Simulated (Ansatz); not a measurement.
# Li2O (Fm-3m): exact exchange against the cheap answer

Aim: see how the gap and pressure of Li2O (Fm-3m) move with the amount and range of exact exchange, and what each run costs.

Program: Ansatz 0.2.0. Level of theory: DFT at several levels, plane waves, PAW. These are calculated values, not measurements.

### 1 The starting structure

Symmetry: Fm-3m, No. 225, cubic system. Conventional cell: a = 4.619 Å, b = 4.619 Å, c = 4.619 Å, α = 90.00°, β = 90.00°, γ = 90.00°. Li (site symmetry -43m) has 4 O at 2.00 Å in its first shell of neighbours. Around O (site symmetry m-3m) lie 8 Li at 2.00 Å.

Coordinates:

```cif
data_structure
_symmetry_space_group_name_H-M 'P 1'
_symmetry_Int_Tables_number 1
_cell_length_a 3.2661
_cell_length_b 3.2661
_cell_length_c 3.2661
_cell_angle_alpha 60.000
_cell_angle_beta 60.000
_cell_angle_gamma 60.000
_cell_volume 24.64
loop_
_atom_site_label
_atom_site_type_symbol
_atom_site_fract_x
_atom_site_fract_y
_atom_site_fract_z
_atom_site_occupancy
Li1 Li 0.25000 0.25000 0.25000 1
Li2 Li 0.75000 0.75000 0.75000 1
O1 O 0.00000 0.00000 0.00000 1
```

An earlier run on this cell at PBE gave 0.37 GPa at 8.212 Å³/atom (8×8×8 mesh), gap on the mesh 4.99 eV.

All runs below keep this geometry.

Levels to run, all on a 6×6×6 mesh: PBE; PBE0 form (fraction 1/ε∞); r²SCAN0 form (fraction 1/ε∞); HSE06 form (fraction 0.35, screening 0.5 Å⁻¹); B3LYP. Hardware: 4 threads of Arm Neoverse V1, shared host.

### 2 PBE

The input, input.yaml:

```yaml
crystal:
  lattice:
    - [0.0, 2.3095007135, 2.3095007135]
    - [2.3095007135, 0.0, 2.3095007135]
    - [2.3095007135, 2.3095007135, 0.0]
  atoms:
    - { symbol: Li, position: [0.25, 0.25, 0.25] }
    - { symbol: Li, position: [0.75, 0.75, 0.75] }
    - { symbol: O, position: [0.0, 0.0, 0.0] }
basis:
  ecutwfc: 420
  ecutrho_ratio: 4
kpoints:
  mp_grid: { grid: [6, 6, 6] }
hamiltonian:
  xc: pbe
scf:
  occupations: { method: gaussian, width: 0.05 }
output:
  forces: true
  stress: true
  eigenvalues: true
  populations: true
  write_density: true
  write_potential: true
  elf: true
  volumetric_format: npy
```

Command:

```sh
$ ansatz run input.yaml --threads 4 --pin off --max-ram 8192MiB --backend cpu --events-out ev --progress --plain --runs-dir out
```

Further steps of the session: PBE0 form (fraction 1/ε∞); r²SCAN0 form (fraction 1/ε∞); HSE06 form (fraction 0.35, screening 0.5 Å⁻¹); B3LYP.

**Question.** What will these runs give? Wanted: for each run, exact exchange; change of gap; pressure.

As calculated:

| level | exact exchange | gap on the mesh (eV) | change of gap (eV) | pressure (GPa) | wall time | CPU time |
| --- | --- | --- | --- | --- | --- | --- |
| PBE | 0.00 | 4.99 | 0 | 0.4 | 0.32 s | 0.76 s |
| PBE0 form (fraction 1/ε∞) | 0.34 | 8.20 | +3.20 | -3.9 | 6.2 s | 20 s |
| r²SCAN0 form (fraction 1/ε∞) | 0.36 | 8.73 | +3.74 | -5.3 | 9.4 s | 31 s |
| HSE06 form (fraction 0.35, screening 0.5 Å⁻¹) | 0.35 | 6.34 | +1.34 | -3.6 | 4.5 s | 15 s |
| B3LYP | 0.20 | 7.16 | +2.17 | -2.0 | 4.3 s | 14 s |

Changes count from PBE. Times are on 4 threads of Arm Neoverse V1, shared host; the hybrid runs also made densities of states.

Against 4.99 eV at PBE, the runs with exact exchange give 6.34 (HSE06 form (fraction 0.35, screening 0.5 Å⁻¹)) to 8.73 eV (r²SCAN0 form (fraction 1/ε∞)). The pressure spans -5.3 to 0.4 GPa, negative where a level wants a smaller cell on this coarse mesh, whose own error is in all of them. The median run with exact exchange took 23 times the CPU time of the cheap one. The cutoffs differ: 500 eV for r²SCAN0 form (fraction 1/ε∞), 420 eV otherwise. Gaps are over this coarse mesh alone, and total energies of different levels can't be compared. The program warned that the SCF threshold is loose for the stress of this hybrid run.
